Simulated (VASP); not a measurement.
Crystal: H.

```
H
1.0
     2.64964    0.00000    0.00000
     0.00000    2.64964    0.00000
     0.00000    0.00000    0.98049
H
1
Cartesian
  0.0000 0.0000 0.4902
```

* Program: VASP 6.6.1
* Task: relaxation of cell and atoms
* Functional: PBE
* Potentials or basis: VASP PAW PBE potentials, release 64 (H_GW)
* Cutoff: 900 eV
* k mesh: 10 × 10 × 26
* Occupations: fermi-dirac, width 0.05 eV
* Spin: no spin polarisation

At the start: pressure 1.8 GPa; volume 6.88 Å³/atom.

Problem. How do energy, volume and symmetry change on relaxing?

Solution. Over 10 steps the energy falls by 16.9 meV/atom and the volume is 9.92 Å³/atom (+44.1 %); space group P4/mmm (No. 123, to 0.05 Å).

The path:
| step | energy change (eV) | largest force (eV/Å) | pressure (GPa) | volume (Å³) |
| --- | --- | --- | --- | --- |
| 1 | 0.0000 | 0.0000 | 1.81 | 6.88 |
| 2 | -0.0012 | 0.0000 | 1.69 | 6.96 |
| 3 | -0.0044 | 0.0000 | 1.34 | 7.20 |
| 4 | -0.0093 | 0.0000 | 0.76 | 7.68 |
| 5 | -0.0148 | 0.0000 | -0.09 | 8.71 |
| 6 | -0.0147 | 0.0000 | -1.10 | 10.96 |
| 7 | -0.0162 | 0.0000 | -0.71 | 9.89 |
| 8 | -0.0112 | 0.0000 | 2.04 | 10.01 |
| 9 | -0.0169 | 0.0000 | -0.03 | 9.92 |
| 10 | -0.0169 | 0.0000 | -0.01 | 9.92 |

Final structure:
```xyz
1
Lattice="3.1738 0.0000 0.0000 0.0000 3.1738 0.0000 0.0000 0.0000 0.9851" Properties=species:S:1:pos:R:3 pbc="T T T"
H     0.0000    0.0000    0.4925
```

Caveat: the volume moved by over 15 % at a fixed basis, so the end points are rough.
